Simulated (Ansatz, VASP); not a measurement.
This is a calculation of BP for VASP 6.6.1.

INCAR

```
SYSTEM = BP
PREC = Accurate
ENCUT = 600
EDIFF = 1E-6
ISMEAR = -1
SIGMA = 0.05
LREAL = .FALSE.
LASPH = .TRUE.
NELM = 60
ALGO = Normal
ISIF = 3
LWAVE = .FALSE.
LCHARG = .FALSE.
GGA = VW
IBRION = 2
NSW = 60
EDIFFG = -0.01
```

The input KPOINTS:

```
regular mesh
0
G
  10 10 10
  0 0 0
```

The input POSCAR:

```
BP
1.0
    0.0000000000      2.2690000000      2.2690000000
    2.2690000000      0.0000000000      2.2690000000
    2.2690000000      2.2690000000      0.0000000000
P B
1 1
Direct
    0.7500000000      0.7500000000      0.7500000000
    0.0000000000      0.0000000000      0.0000000000
```

Potentials or basis: VASP PAW PBE potentials, release 64 (P, B).

Command:

```bash
$ cat potpaw_PBE.64/P/POTCAR potpaw_PBE.64/B/POTCAR > POTCAR
$ mpirun -np 1 vasp_std > vasp.out
```

**Question.** Set up the same calculation for Ansatz 0.2.0. Potentials there: Ansatz PAW.

**Answer.** As run (the cutoff follows the program's own potentials):

The input input.yaml:

```yaml
crystal:
  lattice:
    - [0.0, 2.269, 2.269]
    - [2.269, 0.0, 2.269]
    - [2.269, 2.269, 0.0]
  atoms:
    - { symbol: P, position: [0.75, 0.75, 0.75] }
    - { symbol: B, position: [0.0, 0.0, 0.0] }
hamiltonian:
  xc: { exchange: slater, correlation: vwn5 }
  pseudopotentials: { kind: paw }
kpoints:
  mp_grid: { grid: [10, 10, 10] }
scf:
  occupations: { method: fermi_dirac, width: 0.05 }
output:
  forces: true
  stress: true
relax:
  f_tol: 0.01
  max_steps: 40
  cell: { stress_tol: 0.05 }
```

Potentials or basis: Ansatz PAW.

Command:

```bash
$ ansatz run input.yaml --threads 2 --pin off --max-ram 5120MiB --backend cpu --events-out ev --progress --plain --runs-dir out
```

Both were run:

|  | VASP | Ansatz | Ansatz less VASP |
| --- | --- | --- | --- |
| relaxed volume (Å³/atom) | 11.36 | 11.31 | -0.043 |
| relaxed cell length with the largest relative difference (Å) | 3.179 | 3.175 | -0.0040 |
| energy change over the relaxation (meV/atom) | -5 | -6 | -1.5 |

Caveats: the PAW data sets were made with another functional, which shifts forces and pressure a little (VASP); the plane-wave basis is chosen anew once the cell has moved, so the energies of steps on either side of that aren't comparable (Ansatz); the PAW data sets come from PBE, with cores solved anew for the run's functional, which leaves a small shift of forces and pressure (Ansatz). A k mesh can miss the band edges.
